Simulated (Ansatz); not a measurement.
PbSe (Clausthalite) under changes of volume

One of the cells (28.671 Å³/atom); the others are scaled copies at fixed shape and fractional positions:

```xyz
2
Lattice="0.0000 3.0606 3.0606 3.0606 0.0000 3.0606 3.0606 3.0606 0.0000" Properties=species:S:1:pos:R:3 pbc="T T T"
Pb    0.0000    0.0000    0.0000
Se    3.0606    3.0606    3.0606
```

| Quantity | Value |
| --- | --- |
| Program | Ansatz 0.2.0 |
| Functional | PBE |
| Potentials or basis | Ansatz NC |
| Cutoff | 1170 eV (not typed: the program's choice for these potentials) |
| k mesh | 8 × 8 × 8 |
| Occupations | fermi-dirac, width 0.05 eV |
| Spin | no spin polarisation |

```tsv
volume (Å³/atom)	energy over the lowest point (meV/atom)	pressure (GPa)	gap on the mesh (eV)
26.951	?	?	?
27.524	35.99	4.9	0.15
28.097	20.62	3.6	0.22
28.671	9.78	2.4	0.29
29.244	3.04	1.3	0.36
29.818	0.00	0.4	0.41
30.391	0.29	-0.5	0.47
```

Question: What does the run at 26.951 Å³/atom give?

Answer: Energy over the lowest point 56.32 meV/atom; pressure 6.4 GPa; gap on the mesh 0.06 eV.

Worked out: A Birch-Murnaghan fit of order 3 (a polynomial in V^(-2/3)) to the other rows has its minimum at 30.05 Å³/atom with B0 = V·E''(V) = 47 GPa and B' = 4.4. It gives 56.39 meV/atom at 26.951 Å³/atom, against the run's 56.32, and -dE/dV = 6.5 GPa, against 6.4.

Energies are extrapolated to zero smearing.

Caveats: spin-orbit coupling is left out, which as a rule narrows the gap of such compounds by several tenths of an eV.

A mesh can miss the band edges.
